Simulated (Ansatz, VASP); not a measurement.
## Two plane-wave programs on CaSe

POSCAR

```
CaSe
1.0
    0.0000000000      3.0257322431      3.0257322431
    3.0257322431      0.0000000000      3.0257322431
    3.0257322431      3.0257322431      0.0000000000
Ca Se
1 1
Direct
    0.0000000000      0.0000000000      0.0000000000
    0.5000000000      0.5000000000      0.5000000000
```

The input INCAR.step1:

```
SYSTEM = CaSe
PREC = Accurate ; ENCUT = 520
ISMEAR = 0 ; SIGMA = 0.01
LREAL = .FALSE. ; LASPH = .TRUE.
NELM = 100 ; NBANDS = 15
GGA = PE ; ALGO = Normal
EDIFF = 1E-4 ; LWAVE = .TRUE.
LCHARG = .FALSE.
```

INCAR.step2

```
SYSTEM = CaSe
PREC = Accurate ; ENCUT = 520
EDIFF = 1E-6 ; ISMEAR = 0
SIGMA = 0.01 ; LREAL = .FALSE.
LASPH = .TRUE. ; NELM = 100
ALGO = Normal ; ISIF = 2
LWAVE = .FALSE. ; LCHARG = .FALSE.
METAGGA = R2SCAN ; LMIXTAU = .TRUE.
NBANDS = 15 ; ISTART = 1
```

Contents of KPOINTS:

```
Automatic mesh
0
G
  6 6 6
  0 0 0
```

Input for Ansatz:

```yaml
crystal:
  lattice:
    - [0.0, 3.0257322431, 3.0257322431]
    - [3.0257322431, 0.0, 3.0257322431]
    - [3.0257322431, 3.0257322431, 0.0]
  atoms:
    - { symbol: Ca, position: [0.0, 0.0, 0.0] }
    - { symbol: Se, position: [0.5, 0.5, 0.5] }
kpoints:
  mp_grid: { grid: [6, 6, 6] }
hamiltonian:
  xc: r2scan
scf:
  occupations: { method: fixed }
  n_extra_bands: 4
output:
  forces: true
  stress: true
  eigenvalues: true
```

Alike in both runs: task single point; functional r2SCAN; k mesh 6 × 6 × 6; no spin polarisation.

```csv
,VASP,Ansatz
version,VASP 6.6.1,Ansatz 0.2.0
potentials or method,"VASP PAW PBE potentials, release 64 (Ca_sv, Se)","plane waves, PAW"
plane-wave cutoff (eV),520,500
occupations,"gaussian, width 0.01 eV",fixed
valence electrons in the cell,16,26
```

Ansatz gave:

* gap on the k mesh at the Fermi level (eV): 2.64
* pressure (GPa): -2.7

Q: What did VASP give for the same quantities?

A: gap on the k mesh at the Fermi level (eV): 2.64; pressure (GPa): -2.5.

The two sets of potentials don't hold the same shells in valence.

Caveats: the PAW data sets were made with another functional, which shifts forces and pressure a little (VASP). A k mesh can miss the band edges. r2SCAN opens gaps a little over a GGA but as a rule still falls short of measured ones.
